**How far PBE levels of fluorite HfO₂ move in G0W0, and how to correct them**

PBE, a cheap density functional, places the empty levels of an oxide too close to the filled ones. A G0W0 calculation corrects each level separately. The table lists the two highest filled levels (v1, v2) and the two lowest empty ones (c1, c2) at several points of reciprocal space. The columns b and c give the position along the second and third reciprocal vectors, and the first coordinate is zero throughout. Both at zero is the point Γ.

HfO2, 3 atoms in the cell, built as fluorite, space group Fm-3m (225), conventional a = 4.957 Å, 10.15 Å³ an atom. One-shot G0W0 at finite bands, cutoff and k mesh (short of the basis limit), each kind of level from its own valence top. Ansatz 0.2.0, plane-wave PAW, no spin polarisation, cell relaxed with r2SCAN and then compressed by a hydrostatic strain of 2 %; starting functional PBE; cutoff 420 eV; k mesh 6×6×6; fixed occupations.

| band | b (fraction of the reciprocal vector) | c (fraction of the reciprocal vector) | kohn sham level (eV) | quasiparticle level (eV) | exchange less vxc (eV) | correlation (eV) | renormalisation |
| --- | --- | --- | --- | --- | --- | --- | --- |
| v2 | 0 | 0 | -0.655 | -0.744 | -5.247 | 4.509 | 0.77800 |
| v1 | 0 | 0 | -0.655 | -0.744 | -5.247 | 4.509 | 0.77800 |
| c1 | 0 | 0 | 4.018 | 5.489 | 5.873 | -5.051 | 0.82600 |
| c2 | 0 | 0 | 4.018 | 5.489 | 5.873 | -5.051 | 0.82600 |
| v2 | 0 | 0.1667 | -1.159 | -1.285 | -5.139 | 4.364 | 0.77800 |
| v1 | 0 | 0.1667 | -1.159 | -1.285 | -5.139 | 4.364 | 0.77800 |
| c1 | 0 | 0.1667 | 4.537 | 6.063 | 5.825 | -4.948 | 0.81800 |
| c2 | 0 | 0.1667 | 4.537 | 6.063 | 5.825 | -4.948 | 0.81800 |
| v2 | 0 | 0.3333 | -1.784 | -1.968 | -5.391 | 4.558 | 0.77400 |
| v1 | 0 | 0.3333 | -1.784 | -1.968 | -5.391 | 4.558 | 0.77400 |
| c1 | 0 | 0.3333 | 4.944 | 6.517 | 6.034 | -5.111 | 0.81400 |
| c2 | 0 | 0.3333 | 4.944 | 6.517 | 6.034 | -5.111 | 0.81400 |
| v2 | 0 | -0.5000 | -1.917 | -2.123 | -5.672 | 4.818 | 0.77000 |
| v1 | 0 | -0.5000 | -1.917 | -2.123 | -5.672 | 4.818 | 0.77000 |
| c1 | 0 | -0.5000 | 4.836 | 6.395 | 6.166 | -5.256 | 0.81700 |
| c2 | 0 | -0.5000 | 4.836 | 6.395 | 6.166 | -5.256 | 0.81700 |
| v2 | 0.1667 | 0.1667 | -0.631 | -0.701 | -5.249 | 4.531 | 0.77700 |
| v1 | 0.1667 | 0.1667 | -0.631 | -0.701 | -5.249 | 4.531 | 0.77700 |
| c1 | 0.1667 | 0.1667 | 4.401 | 5.910 | 6.070 | -5.210 | 0.82200 |
| c2 | 0.1667 | 0.1667 | 4.695 | 6.239 | 5.805 | -4.910 | 0.81500 |
| v2 | 0.1667 | -0.1667 | -2.218 | -2.434 | -5.244 | 4.379 | 0.77400 |
| v1 | 0.1667 | -0.1667 | -0.617 | -0.671 | -5.243 | 4.540 | 0.77700 |
| c1 | 0.1667 | -0.1667 | 4.563 | 6.085 | 6.001 | -5.128 | 0.82000 |
| c2 | 0.1667 | -0.1667 | 5.210 | 6.814 | 5.902 | -4.947 | 0.80700 |

**1. Γ v1 goes from −0.655 to −0.744 eV. Does the correction hardly touch it?**

No, because the two columns have different zeros. Each counts from its own valence top, and G0W0 lowers that top by 0.65 eV. The full shift is the sum of the columns "exchange less vxc" and "correlation", which for Γ v1 is −0.74 eV. Read in this way, every filled level in the table falls and every empty one rises. Use the sum whenever you want to know how far a level has moved.

**2. What drives filled and empty levels apart?**

The column "exchange less vxc" replaces the PBE exchange-correlation potential, vxc, by exact exchange. An electron in a filled level should not repel itself. Exact exchange removes this self-repulsion fully and PBE only in part, so filled levels sink. In a crystal each level spreads over many cells, and the argument applies to the localised states from which it can be built. An empty level holds no electron and has no self-repulsion to remove, yet the PBE potential attracts it as if it had. Exact exchange attracts it less, and this lifts it. At Γ this step alone would widen the distance between v1 and c1 by 11.1 eV.

**3. Why is the final widening so much smaller?**

The other electrons respond. When an electron is removed, they move towards the hole and make the removal cheaper. When one is added, they draw back and make room for it. Both responses work against exchange, and the correlation column has the opposite sign in every row. At Γ it takes back 86 % of the exchange step and leaves 1.56 eV.

A charge in a polarisable liquid gives a feeling for the size. Its field is weakened by the dielectric constant ε. In this picture the whole exchange step survives without screening (ε = 1), and none of it with perfect screening. The simplest rule between these limits is to divide by ε. Only the electrons respond in G0W0, so the rule needs the electronic constant with the nuclei held still, here 5.06, and not the much larger static constant of HfO₂:

widening at Γ ≈ 11.12 eV / 5.06 = 2.20 eV

This is about 40 % above the calculated 1.56 eV, so the rule gives the size and not the value. The liquid picture holds for distant charges and a response without delay. In the crystal much of the interaction is at short range, and the response takes time. The rule also divides the PBE part of the exchange step by ε, although only exact exchange is screened. And it omits the energy that an electron gains from polarising its surroundings, which can differ between filled and empty levels. Part of the excess may also lie in the calculated value, which the limited basis can make too small (question 7). How the excess divides among these causes is not resolved here. The rule still shows the direction: for an equal exchange step, a crystal that screens less keeps a larger correction.

**4. Should the shift still be multiplied by the renormalisation?**

No, it is already contained in the sum. The correlation term depends on the energy at which it is evaluated. As a filled level sinks, the term grows more positive and pushes back, and for a rising empty level it grows more negative. Evaluated at the PBE energies, the correction would widen the Γ distance by 1.96 eV. Evaluated at the corrected energies, as in the table, it gives 1.56 eV, or about four fifths of that. The renormalisation column measures this reduction, and applying it again would count it twice.

**5. Can one move all empty levels up by the same amount?**

As a first step, yes, but the bands also stretch. Take v1 and v2 at b = 0.1667, c = −0.1667. PBE puts them 1.60 eV apart and G0W0 1.76 eV, which is 10 % more. A line for each side of the gap describes this, with E the PBE level and all energies in eV:

filled: shift = −0.66 + 0.10 E

empty: shift = 0.81 + 0.11 (E − 3.95)

The value 3.95 eV is the PBE gap. The lines were fitted to the 15 distinct levels of the table, with levels that are equal by symmetry counted once. Their typical miss is 0.007 eV, against 0.05 eV for one constant shift on each side. The printout below gives the details.

The stretch has no single source in the table. For the pair above, "exchange less vxc" is equal to within 0.001 eV, and the extra distance comes from the correlation column. Between v1 at Γ and v1 at b = 0, c = −0.5, it is the exchange column that stretches, and correlation takes part of this back. Theory points to the orbitals. If they stayed the same through the band, the energy dependence described in question 4 would be expected to squeeze the band, not to stretch it. But the orbitals change, and exact exchange, vxc and correlation each respond to this by a different amount. The mixture of oxygen and hafnium character probably plays a part, but the table has no orbital weights to test this.

**6. Does the rule hold at the gap itself?**

Only on the filled side. Among the points of the k mesh, both band edges lie at X, where b and c are both −0.5. Between the mesh points the gap could be slightly smaller. X is not among the rows and was not used in the fit. The lines predict that the gap there widens by 0.81 + 0.66 = 1.47 eV, while the calculation gives 1.41 eV.

Most of the error comes from the lowest empty level. In PBE it lies only 0.07 eV below Γ c1, yet it rises by 0.76 eV and Γ c1 by 0.82 eV. Two levels of almost the same energy are thus corrected differently, so energy alone does not fix the shift. A different orbital mixture at X may be the cause, but that is a guess. In practice, calculate the band edges explicitly and keep the lines for levels like those in the table.

**7. Which digits can be used?**

That depends on the purpose. For comparing levels within this run, hundredths of an electronvolt stand above the numerical noise, as the smooth stretch shows. A larger basis could still move the levels by different amounts. For the gap as a property of the material, even the first decimal is unsafe. The calculated gap at X is 5.35 eV, obtained with a limited basis, and no series of runs with growing basis is at hand to show how much is missing. The only guide is a figure from the data makers' tests on other systems, where such gaps fell short of the value for a complete basis by 6 to 9 % in the median. If the same held here, some 0.3 to 0.5 eV would be missing, but these runs cannot confirm it. Nor has the result for this cell been compared with a second code. A complete basis would still leave an error of the method: one-shot G0W0 takes its orbitals and its screening from PBE, and another starting functional would give another gap.

The model crystal also differs from real HfO₂. Its cell is compressed by a hydrostatic strain of 2 %, and no unstrained run is at hand to show what this does to the gap. Spin-orbit coupling is left out. Pure bulk HfO₂ at ambient conditions is monoclinic, not fluorite. Take from this table the pattern of the correction and only its rough size, because whatever the limited basis takes from the gap is also missing from the widening of 1.41 eV. Take the gap itself from a measurement on the actual phase.

Numerical output:

```
Gamma v1, apparent shift between the two columns, eV: -0.089
Gamma v1, full shift, eV: -0.738
Gamma c1, full shift, eV: 0.822
Valence top (X), full shift, eV: -0.6489
Conduction bottom (X), full shift, eV: 0.7564
Gamma, direct gap in G0W0, eV: 6.233
Gamma, opening by exchange less vxc, eV: 11.12
Gamma, share of it taken back by correlation, percent: 85.97
Gamma, opening of the direct gap, eV: 1.56
Gamma, opening estimated as exchange part over epsilon, eV: 2.198
Gamma, opening if self-energy is taken at PBE energies, eV: 1.957
L, opening of the direct gap, eV: 1.764
X, opening of the direct gap, eV: 1.405
fit of shift on 15 rows (nv | nc): coefficient of fv -0.6595 +/- 0.007, coefficient of fc 0.8101 +/- 0.0067, coefficient of ev 0.09682 +/- 0.0049, coefficient of ec 0.1126 +/- 0.0086; rms 0.00703, worst v1 -0.0162, leave-one-out rms 0.0104
  rows outside the fit (model, value, miss): v2 -0.7229, -0.738, 0.0151; c2 0.8181, 0.822, -0.00386; v2 -0.7717, -0.775, 0.00329; c2 0.8766, 0.877, -0.000409; v2 -0.8322, -0.833, 0.000778; c2 0.9224, 0.923, -0.000567; v2 -0.8451, -0.854, 0.0089; c2 0.9103, 0.91, 0.000268; v2 -0.7206, -0.718, -0.00259
Rigid scissors, rms miss over distinct levels, eV: 0.05079
Line less calculated shift at valence top, eV: -0.01057
Line less calculated shift at conduction bottom, eV: 0.0537
Gap missing at 6 percent shortfall, eV: 0.3416
Gap missing at 9 percent shortfall, eV: 0.5294
```
